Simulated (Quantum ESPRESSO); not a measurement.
# Al (Fm-3m) in Quantum ESPRESSO: further runs

One crystal, Al, is run at these levels: PBEsol, LDA; tasks: band structure, single point, equation of state.

Program: Quantum ESPRESSO 7.5. These are calculated values, not measurements. Logs are shortened: lines on timing, memory, paths and dates and some standing lists are left out, and cuts for length are marked.

**The experiment to reproduce.**

From “The interpretation of polycrystalline coherent inelastic neutron scattering from aluminium”, 2013, pmc:3831299, for a bulk crystal of Al: bulk modulus 76.9 GPa.

The results are compared with them further down.

### Step 1. The structure

It takes space group Fm-3m (No. 225, cubic). Conventional cell: a = 4.050 Å, b = 4.050 Å, c = 4.050 Å, α = 90.00°, β = 90.00°, γ = 90.00°. Al (site symmetry m-3m) has 12 Al at 2.86 Å as nearest neighbours.

### Step 2. Band structure, PBEsol

The input, pw.in:

```
&CONTROL
  calculation = 'scf'
  prefix = 'pwscf'
  outdir = './tmp'
  pseudo_dir = './pseudo'
  tprnfor = .true.
  tstress = .true.
  disk_io = 'low'
/
&SYSTEM
  ibrav = 0
  nat = 1
  ntyp = 1
  ecutwfc = 45
  ecutrho = 360
  nbnd = 6
  occupations = 'smearing'
  smearing = 'fd'
  degauss = 0.00367493
/
&ELECTRONS
  conv_thr = 2d-10
  electron_maxstep = 120
  mixing_beta = 0.5
/
ATOMIC_SPECIES
Al    26.9815 al_pbesol_v1.uspp.F.UPF
CELL_PARAMETERS angstrom
   0.0000000000    2.0248050000    2.0248050000
   2.0248050000    0.0000000000    2.0248050000
   2.0248050000    2.0248050000    0.0000000000
ATOMIC_POSITIONS crystal
Al     0.0000000000    0.0000000000    0.0000000000
K_POINTS automatic
11 11 11 0 0 0
```

The input, bands.in:

```
&CONTROL
  calculation = 'bands'
  prefix = 'pwscf'
  outdir = './tmp'
  pseudo_dir = './pseudo'
  disk_io = 'low'
  verbosity = 'high'
/
&SYSTEM
  ibrav = 0
  nat = 1
  ntyp = 1
  ecutwfc = 45
  ecutrho = 360
  nbnd = 6
  occupations = 'smearing'
  smearing = 'fd'
  degauss = 0.00367493
/
&ELECTRONS
  conv_thr = 1d-08
  electron_maxstep = 120
  mixing_beta = 0.5
  diago_full_acc = .true.
  startingwfc = 'random'
/
ATOMIC_SPECIES
Al    26.9815 al_pbesol_v1.uspp.F.UPF
CELL_PARAMETERS angstrom
   0.0000000000    2.0248050000    2.0248050000
   2.0248050000    0.0000000000    2.0248050000
   2.0248050000    2.0248050000    0.0000000000
ATOMIC_POSITIONS crystal
Al     0.0000000000    0.0000000000    0.0000000000
K_POINTS crystal
60
 0.0000000000  0.0000000000  0.0000000000 1
 0.0625000000  0.0000000000  0.0625000000 1
 0.1250000000  0.0000000000  0.1250000000 1
 0.1875000000  0.0000000000  0.1875000000 1
 0.2500000000  0.0000000000  0.2500000000 1
 0.3125000000  0.0000000000  0.3125000000 1
 0.3750000000  0.0000000000  0.3750000000 1
 0.4375000000  0.0000000000  0.4375000000 1
 0.5000000000  0.0000000000  0.5000000000 1
 0.5000000000  0.0625000000  0.5625000000 1
 0.5000000000  0.1250000000  0.6250000000 1
 0.5000000000  0.1875000000  0.6875000000 1
 0.5000000000  0.2500000000  0.7500000000 1
 0.4375000000  0.3125000000  0.7500000000 1
 0.3750000000  0.3750000000  0.7500000000 1
 0.3375000000  0.3375000000  0.6750000000 1
 0.3000000000  0.3000000000  0.6000000000 1
 0.2625000000  0.2625000000  0.5250000000 1
 0.2250000000  0.2250000000  0.4500000000 1
 0.1875000000  0.1875000000  0.3750000000 1
 0.1500000000  0.1500000000  0.3000000000 1
 0.1125000000  0.1125000000  0.2250000000 1
 0.0750000000  0.0750000000  0.1500000000 1
 0.0375000000  0.0375000000  0.0750000000 1
 0.0000000000  0.0000000000  0.0000000000 1
 0.0625000000  0.0625000000  0.0625000000 1
 0.1250000000  0.1250000000  0.1250000000 1
 0.1875000000  0.1875000000  0.1875000000 1
 0.2500000000  0.2500000000  0.2500000000 1
 0.3125000000  0.3125000000  0.3125000000 1
 0.3750000000  0.3750000000  0.3750000000 1
 0.4375000000  0.4375000000  0.4375000000 1
 0.5000000000  0.5000000000  0.5000000000 1
 0.5250000000  0.4500000000  0.5250000000 1
 0.5500000000  0.4000000000  0.5500000000 1
 0.5750000000  0.3500000000  0.5750000000 1
 0.6000000000  0.3000000000  0.6000000000 1
 0.6250000000  0.2500000000  0.6250000000 1
 0.5833333333  0.2500000000  0.6666666667 1
 0.5416666667  0.2500000000  0.7083333333 1
 0.5000000000  0.2500000000  0.7500000000 1
 0.5000000000  0.2857142857  0.7142857143 1
 0.5000000000  0.3214285714  0.6785714286 1
 0.5000000000  0.3571428571  0.6428571429 1
 0.5000000000  0.3928571429  0.6071428571 1
 0.5000000000  0.4285714286  0.5714285714 1
 0.5000000000  0.4642857143  0.5357142857 1
 0.5000000000  0.5000000000  0.5000000000 1
 0.4821428571  0.4821428571  0.5357142857 1
 0.4642857143  0.4642857143  0.5714285714 1
 0.4464285714  0.4464285714  0.6071428571 1
 0.4285714286  0.4285714286  0.6428571429 1
 0.4107142857  0.4107142857  0.6785714286 1
 0.3928571429  0.3928571429  0.7142857143 1
 0.3750000000  0.3750000000  0.7500000000 1
 0.6250000000  0.2500000000  0.6250000000 1
 0.5937500000  0.1875000000  0.5937500000 1
 0.5625000000  0.1250000000  0.5625000000 1
 0.5312500000  0.0625000000  0.5312500000 1
 0.5000000000  0.0000000000  0.5000000000 1
```

Potentials or basis: GBRV 1.5 PBEsol.

Launch:

```
$ OMP_NUM_THREADS=1 mpirun -n 2 pw.x -nk 2 -in pw.in > pw.out
$ OMP_NUM_THREADS=1 mpirun -n 2 pw.x -nk 2 -in bands.in > bands.out
```

pw.out:

```text
This program is part of the open-source Quantum ESPRESSO suite
     for quantum simulation of materials; please cite
[... 6 lines left out ...]
     using ibrav=0 with symmetry is DISCOURAGED, use correct ibrav instead

     K-points division:     npool     =       2
     Subspace diagonalization in iterative solution of the eigenvalue problem:
     a serial algorithm will be used

     G-vector sticks info
     --------------------
     sticks:   dense  smooth     PW     G-vecs:    dense   smooth      PW
     Sum         733     367    121                12939     4621     893

     Using Slab Decomposition

     bravais-lattice index     =            0
     lattice parameter (alat)  =       5.4112  a.u.
     unit-cell volume          =     112.0408 (a.u.)^3
     number of atoms/cell      =            1
     number of atomic types    =            1
     number of electrons       =         3.00
     number of Kohn-Sham states=            6
     kinetic-energy cutoff     =      45.0000  Ry
     charge density cutoff     =     360.0000  Ry
     scf convergence threshold =      2.0E-10
     mixing beta               =       0.5000
     number of iterations used =            8  plain     mixing
     Exchange-correlation= SLA  PW   PSX  PSC
                           (   1   4  10   8   0   0   0)

     celldm(1)=   5.411243  celldm(2)=   0.000000  celldm(3)=   0.000000
     celldm(4)=   0.000000  celldm(5)=   0.000000  celldm(6)=   0.000000

     crystal axes: (cart. coord. in units of alat)
               a(1) = (   0.000000   0.707107   0.707107 )
               a(2) = (   0.707107   0.000000   0.707107 )
               a(3) = (   0.707107   0.707107   0.000000 )

     reciprocal axes: (cart. coord. in units 2 pi/alat)
               b(1) = ( -0.707107  0.707107  0.707107 )
               b(2) = (  0.707107 -0.707107  0.707107 )
               b(3) = (  0.707107  0.707107 -0.707107 )

     PseudoPot. # 1 for Al read from file:
     al_pbesol_v1.uspp.F.UPF
     Pseudo is Ultrasoft + core correction, Zval =  3.0
     Generated by new atomic code, or converted to UPF format
     Using radial grid of  893 points,  3 beta functions with:
                l(1) =   0
                l(2) =   1
                l(3) =   2
     Q(r) pseudized with  8 coefficients,  rinner =    0.900   0.900   0.900
                                                       0.900   0.900

     atomic species   valence    mass     pseudopotential
     Al                3.00    26.98150     Al( 1.00)

     48 Sym. Ops., with inversion, found

   Cartesian axes

     site n.     atom                  positions (alat units)
         1        Al     tau(   1) = (   0.0000000   0.0000000   0.0000000  )

     number of k points=    56  Fermi-Dirac smearing, width (Ry)=  0.0037
                       cart. coord. in units 2pi/alat
        k(    1) = (   0.0000000   0.0000000   0.0000000), wk =   0.0015026
        k(    2) = (   0.0642824   0.0642824  -0.0642824), wk =   0.0120210
        k(    3) = (   0.1285649   0.1285649  -0.1285649), wk =   0.0120210
        k(    4) = (   0.1928473   0.1928473  -0.1928473), wk =   0.0120210
        k(    5) = (   0.2571297   0.2571297  -0.2571297), wk =   0.0120210
        k(    6) = (   0.3214122   0.3214122  -0.3214122), wk =   0.0120210
[... 48 lines left out ...]
        k(   55) = (  -0.0642824  -0.4499770   0.7071068), wk =   0.0360631
        k(   56) = (   0.0000000  -0.3856946   0.6428243), wk =   0.0360631

     Dense  grid:    12939 G-vectors     FFT dimensions: (  36,  36,  36)

     Smooth grid:     4621 G-vectors     FFT dimensions: (  24,  24,  24)

     Initial potential from superposition of free atoms

     starting charge       2.9976, renormalised to       3.0000
     Starting wfcs are    4 randomized atomic wfcs +    2 random wfcs

     Self-consistent Calculation

     iteration #  1     ecut=    45.00 Ry     beta= 0.50
     Davidson diagonalization with overlap
     ethr =  1.00E-02,  avg # of iterations =  5.7

     Threshold (ethr) on eigenvalues was too large:
     Diagonalizing with lowered threshold

     Davidson diagonalization with overlap
     ethr =  1.98E-04,  avg # of iterations =  2.1

     total energy              =      -6.66520164 Ry
     estimated scf accuracy    <       0.00594026 Ry

     iteration #  2     ecut=    45.00 Ry     beta= 0.50
     Davidson diagonalization with overlap
     ethr =  1.98E-04,  avg # of iterations =  1.0

     total energy              =      -6.66479132 Ry
     estimated scf accuracy    <       0.00122176 Ry

     iteration #  3     ecut=    45.00 Ry     beta= 0.50
     Davidson diagonalization with overlap
     ethr =  4.07E-05,  avg # of iterations =  1.3

     total energy              =      -6.66484177 Ry
     estimated scf accuracy    <       0.00000315 Ry

     iteration #  4     ecut=    45.00 Ry     beta= 0.50
     Davidson diagonalization with overlap
     ethr =  1.05E-07,  avg # of iterations =  3.5

     total energy              =      -6.66484286 Ry
     estimated scf accuracy    <       0.00000001 Ry

     iteration #  5     ecut=    45.00 Ry     beta= 0.50
     Davidson diagonalization with overlap
     ethr =  3.93E-10,  avg # of iterations =  2.0

     total energy              =      -6.66484286 Ry
     estimated scf accuracy    <          1.8E-09 Ry

     iteration #  6     ecut=    45.00 Ry     beta= 0.50
     Davidson diagonalization with overlap
     ethr =  6.14E-11,  avg # of iterations =  1.0

     End of self-consistent calculation

          k = 0.0000 0.0000 0.0000 (   537 PWs)   bands (ev):

    -3.3374  20.3540  20.3540  21.5771  21.5771  21.5771

          k = 0.0643 0.0643-0.0643 (   555 PWs)   bands (ev):

    -3.1137  17.4115  19.6602  19.6602  22.3312  22.5942

          k = 0.1286 0.1286-0.1286 (   567 PWs)   bands (ev):

    -2.4443  13.7906  18.9171  18.9171  22.1239  23.4329

          k = 0.1928 0.1928-0.1928 (   573 PWs)   bands (ev):

    -1.3347  10.3789  18.5063  18.5063  21.9214  21.9683

          k = 0.2571 0.2571-0.2571 (   580 PWs)   bands (ev):

     0.2061   7.2793  18.4588  18.4588  20.5647  20.5647

          k = 0.3214 0.3214-0.3214 (   574 PWs)   bands (ev):

     2.1629   4.5375  18.7742  18.7742  19.5085  19.5085

          k = 0.1286 0.0000-0.0000 (   564 PWs)   bands (ev):

    -3.0392  18.3973  18.3973  18.7657  20.9209  23.9430

          k = 0.1928 0.0643-0.0643 (   564 PWs)   bands (ev):
[... 175 lines left out ...]
          k =-0.0000-0.5143 0.6428 (   572 PWs)   bands (ev):

     5.5444   6.8835   8.3996  11.7352  17.6346  21.0052

          k =-0.1928-0.4500 0.7071 (   567 PWs)   bands (ev):

     2.5168   8.8573  10.2682  12.0001  20.8838  22.2610

          k =-0.1286-0.3857 0.6428 (   566 PWs)   bands (ev):

     4.4261   6.7020  10.0234  10.9056  21.7567  22.6480

          k =-0.0643-0.4500 0.7071 (   568 PWs)   bands (ev):

     5.0083   8.3060   8.3541   9.8629  20.3620  21.9227

          k = 0.0000-0.3857 0.6428 (   578 PWs)   bands (ev):

     6.3947   6.6496   8.0479   9.9084  21.5591  24.2779

     the Fermi energy is     7.7945 ev

!    total energy              =      -6.66484286 Ry
     estimated scf accuracy    <          5.0E-11 Ry
     smearing contrib. (-TS)   =      -0.00029509 Ry
     internal energy E=F+TS    =      -6.66454778 Ry

     The total energy is F=E-TS. E is the sum of the following terms:
     one-electron contribution =       2.96791454 Ry
     hartree contribution      =       0.00819585 Ry
     xc contribution           =      -4.24857332 Ry
     ewald contribution        =      -5.39208485 Ry

     convergence has been achieved in   6 iterations

     Forces acting on atoms (cartesian axes, Ry/au):

     atom    1 type  1   force =     0.00000000    0.00000000    0.00000000

     Total force =     0.000000     Total SCF correction =     0.000000

     Computing stress (Cartesian axis) and pressure

          total   stress  (Ry/bohr**3)                   (kbar)     P=      -19.98
  -0.00013581  -0.00000000  -0.00000000          -19.98       -0.00       -0.00
  -0.00000000  -0.00013581  -0.00000000           -0.00      -19.98       -0.00
  -0.00000000  -0.00000000  -0.00013581           -0.00       -0.00      -19.98

=------------------------------------------------------------------------------=
   JOB DONE.
=------------------------------------------------------------------------------=
```

It took 3.5 s on 2 MPI ranks of Arm Neoverse V2, shared host; peak memory 0.18 GiB.

Results:

```yaml
Free_energy: -90.6798 eV
Pressure: -2.0 GPa
Band_gap_on_the_k_mesh: none (metal or under the smearing width)
```

Levels at the corners of the path, in eV from the Fermi level:
| point | band 1 | band 2 | band 3 | band 4 | band 5 |
| --- | --- | --- | --- | --- | --- |
| Γ | -11.13 | 12.56 | 12.56 | 12.56 | 13.78 |
| X | -2.94 | -1.61 | 5.29 | 5.51 | 5.51 |
| W | -0.85 | -0.85 | 0.17 | 1.02 | 15.67 |
| K | -1.90 | -1.36 | -0.43 | 6.48 | 8.12 |
| Γ | -11.13 | 12.56 | 12.56 | 12.56 | 13.78 |
| L | -4.61 | -4.38 | 11.19 | 11.19 | 11.41 |
| U | -1.90 | -1.36 | -0.43 | 6.48 | 8.12 |
| W | -0.85 | -0.85 | 0.17 | 1.02 | 15.67 |
| L | -4.61 | -4.38 | 11.19 | 11.19 | 11.41 |
| K | -1.90 | -1.36 | -0.43 | 6.48 | 8.12 |
| U | -1.90 | -1.36 | -0.43 | 6.48 | 8.12 |
| X | -2.94 | -1.61 | 5.29 | 5.51 | 5.51 |

### Step 3. Single point, LDA, 15.61 Å³/atom

Changes to pw.in since step 2:

```diff
@@ -7,3 +7,3 @@
   tstress = .true.
-  disk_io = 'low'
+  disk_io = 'nowf'
 /
@@ -26,7 +26,7 @@
 ATOMIC_SPECIES
-Al    26.9815 al_pbesol_v1.uspp.F.UPF
+Al    26.9815 al_lda_v1.uspp.F.UPF
 CELL_PARAMETERS angstrom
-   0.0000000000    2.0248050000    2.0248050000
-   2.0248050000    0.0000000000    2.0248050000
-   2.0248050000    2.0248050000    0.0000000000
+   0.0000000000    1.9834708509    1.9834708509
+   1.9834708509    0.0000000000    1.9834708509
+   1.9834708509    1.9834708509    0.0000000000
 ATOMIC_POSITIONS crystal
```

Potentials or basis: GBRV 1.5 LDA.

Launch:

```
$ OMP_NUM_THREADS=1 mpirun -n 2 pw.x -nk 2 -in pw.in > pw.out
```

Run time: 1.7 s. Hardware: 2 MPI ranks of Arm Neoverse V2, shared host; peak memory 0.18 GiB.

It converged, with:

```yaml
Free_energy: -90.4086 eV
Pressure: 1.2 GPa
Band_gap_on_the_k_mesh: none (metal or under the smearing width)
```

### Step 4. Single point, LDA, 15.94 Å³/atom

Changes to pw.in since step 3:

```diff
@@ -28,5 +28,5 @@
 CELL_PARAMETERS angstrom
-   0.0000000000    1.9834708509    1.9834708509
-   1.9834708509    0.0000000000    1.9834708509
-   1.9834708509    1.9834708509    0.0000000000
+   0.0000000000    1.9974394157    1.9974394157
+   1.9974394157    0.0000000000    1.9974394157
+   1.9974394157    1.9974394157    0.0000000000
 ATOMIC_POSITIONS crystal
```

Launch:

```
$ OMP_NUM_THREADS=1 mpirun -n 2 pw.x -nk 2 -in pw.in > pw.out
```

Run time: 1.7 s. Hardware: 2 MPI ranks of Arm Neoverse V2, shared host; peak memory 0.18 GiB.

The run converged. Its results:

```
Free energy            : -90.4092 eV
Pressure               : -0.6 GPa
Band gap on the k mesh : none (metal or under the smearing width)
```

### Step 5. Single point, LDA, 16.27 Å³/atom

Changes to pw.in since step 4:

```diff
@@ -28,5 +28,5 @@
 CELL_PARAMETERS angstrom
-   0.0000000000    1.9974394157    1.9974394157
-   1.9974394157    0.0000000000    1.9974394157
-   1.9974394157    1.9974394157    0.0000000000
+   0.0000000000    2.0112152952    2.0112152952
+   2.0112152952    0.0000000000    2.0112152952
+   2.0112152952    2.0112152952    0.0000000000
 ATOMIC_POSITIONS crystal
```

Launch:

```
$ OMP_NUM_THREADS=1 mpirun -n 2 pw.x -nk 2 -in pw.in > pw.out
```

Wall time 1.7 s (2 MPI ranks of Arm Neoverse V2, shared host); peak memory 0.18 GiB.

It converged, with:

| Property | Result |
| --- | --- |
| Free energy | -90.4063 eV |
| Pressure | -2.2 GPa |
| Band gap on the k mesh | none (metal or under the smearing width) |

### Step 6. Single point, LDA, 16.60 Å³/atom

Changes to pw.in since step 5:

```diff
@@ -28,5 +28,5 @@
 CELL_PARAMETERS angstrom
-   0.0000000000    2.0112152952    2.0112152952
-   2.0112152952    0.0000000000    2.0112152952
-   2.0112152952    2.0112152952    0.0000000000
+   0.0000000000    2.0248050000    2.0248050000
+   2.0248050000    0.0000000000    2.0248050000
+   2.0248050000    2.0248050000    0.0000000000
 ATOMIC_POSITIONS crystal
```

Potentials or basis: GBRV 1.5 LDA.

Launch:

```
$ OMP_NUM_THREADS=1 mpirun -n 2 pw.x -nk 2 -in pw.in > pw.out
```

It took 1.7 s on 2 MPI ranks of Arm Neoverse V2, shared host; peak memory 0.18 GiB.

The run converged. Its results:

- Free energy: -90.4002 eV
- Pressure: -3.7 GPa
- Band gap on the k mesh: none (metal or under the smearing width)

### Step 7. Single point, LDA, 16.93 Å³/atom

Changes to pw.in since step 6:

```diff
@@ -28,5 +28,5 @@
 CELL_PARAMETERS angstrom
-   0.0000000000    2.0248050000    2.0248050000
-   2.0248050000    0.0000000000    2.0248050000
-   2.0248050000    2.0248050000    0.0000000000
+   0.0000000000    2.0382146954    2.0382146954
+   2.0382146954    0.0000000000    2.0382146954
+   2.0382146954    2.0382146954    0.0000000000
 ATOMIC_POSITIONS crystal
```

Launch:

```
$ OMP_NUM_THREADS=1 mpirun -n 2 pw.x -nk 2 -in pw.in > pw.out
```

Wall time 1.8 s (2 MPI ranks of Arm Neoverse V2, shared host); peak memory 0.18 GiB.

The run converged. Its results:

| Item | Value |
| --- | --- |
| Free energy | -90.3913 eV |
| Pressure | -4.9 GPa |
| Band gap on the k mesh | none (metal or under the smearing width) |

### Step 8. Single point, LDA, 17.27 Å³/atom

Changes to pw.in since step 7:

```diff
@@ -28,5 +28,5 @@
 CELL_PARAMETERS angstrom
-   0.0000000000    2.0382146954    2.0382146954
-   2.0382146954    0.0000000000    2.0382146954
-   2.0382146954    2.0382146954    0.0000000000
+   0.0000000000    2.0514502267    2.0514502267
+   2.0514502267    0.0000000000    2.0514502267
+   2.0514502267    2.0514502267    0.0000000000
 ATOMIC_POSITIONS crystal
```

Launch:

```
$ OMP_NUM_THREADS=1 mpirun -n 2 pw.x -nk 2 -in pw.in > pw.out
```

It took 1.8 s on 2 MPI ranks of Arm Neoverse V2, shared host; peak memory 0.18 GiB.

Results (log left out):

```
Free energy            : -90.3799 eV
Pressure               : -6.1 GPa
Band gap on the k mesh : none (metal or under the smearing width)
```

### Step 9. Single point, LDA, 17.60 Å³/atom

Changes to pw.in since step 8:

```diff
@@ -28,5 +28,5 @@
 CELL_PARAMETERS angstrom
-   0.0000000000    2.0514502267    2.0514502267
-   2.0514502267    0.0000000000    2.0514502267
-   2.0514502267    2.0514502267    0.0000000000
+   0.0000000000    2.0645171409    2.0645171409
+   2.0645171409    0.0000000000    2.0645171409
+   2.0645171409    2.0645171409    0.0000000000
 ATOMIC_POSITIONS crystal
```

Potentials or basis: GBRV 1.5 LDA.

Launch:

```
$ OMP_NUM_THREADS=1 mpirun -n 2 pw.x -nk 2 -in pw.in > pw.out
```

Run time: 1.8 s. Hardware: 2 MPI ranks of Arm Neoverse V2, shared host; peak memory 0.18 GiB.

The run converged. Its results:

```yaml
Free_energy: -90.3662 eV
Pressure: -7.1 GPa
Band_gap_on_the_k_mesh: none (metal or under the smearing width)
```

### Step 10. Equation of state, LDA

Potentials or basis: GBRV 1.5 LDA.

No new run: the results of the series are fitted here.

Results:

```
Equilibrium volume                      : 15.83 Å³/atom
Bulk modulus                            : 85 GPa
Pressure derivative of the bulk modulus : 4.6
```

Energy against volume, from the lowest point:
| volume (Å³/atom) | energy (meV/atom) |
| --- | --- |
| 15.607 | 0.64 |
| 15.939 | 0.00 |
| 16.271 | 2.92 |
| 16.603 | 9.02 |
| 16.935 | 17.90 |
| 17.267 | 29.34 |
| 17.599 | 42.98 |

### Step 11. The reference run

An earlier run on the cell as given: functional PBEsol; potentials or basis GBRV 1.5 PBEsol; cutoff 612 eV; density cutoff 4898 eV; k mesh 11 × 11 × 11; occupations fermi-dirac, width 0.05 eV; no spin polarisation.

- Pressure: -2.0 GPa
- Band gap on the k mesh: none (metal or under the smearing width)

### Step 12. The runs side by side

```tsv
task	level	potentials or basis	form of the LDA correlation	gap on the mesh (eV)	pressure (GPa)
band structure	PBEsol	GBRV 1.5 PBEsol	-	none	-2.0
equation of state	LDA	GBRV 1.5 LDA	PZ81	-	-
single point	PBEsol	GBRV 1.5 PBEsol	-	none	-2.0
```

Alike in all rows: no spin polarisation; cell as given; k mesh 11 × 11 × 11; cutoff (eV) 612; smearing fermi-dirac 0.05 eV.

Total energies depend on the potentials used, so only differences within one code and one set of settings carry meaning.

### Step 13. How close it comes

Step 10. Measured bulk modulus of Al: 76.9 GPa (quoted in “The interpretation of polycrystalline coherent inelastic neutron scattering from aluminium”, 2013, pmc:3831299). This calculation gives 85 GPa (+10.6 %). The fit is for a static lattice scaled at fixed shape and fixed fractional positions. The cell as given is a measured one (16.60 Å³/atom); LDA puts the equilibrium volume -4.7 % from it, thermal expansion not counted.
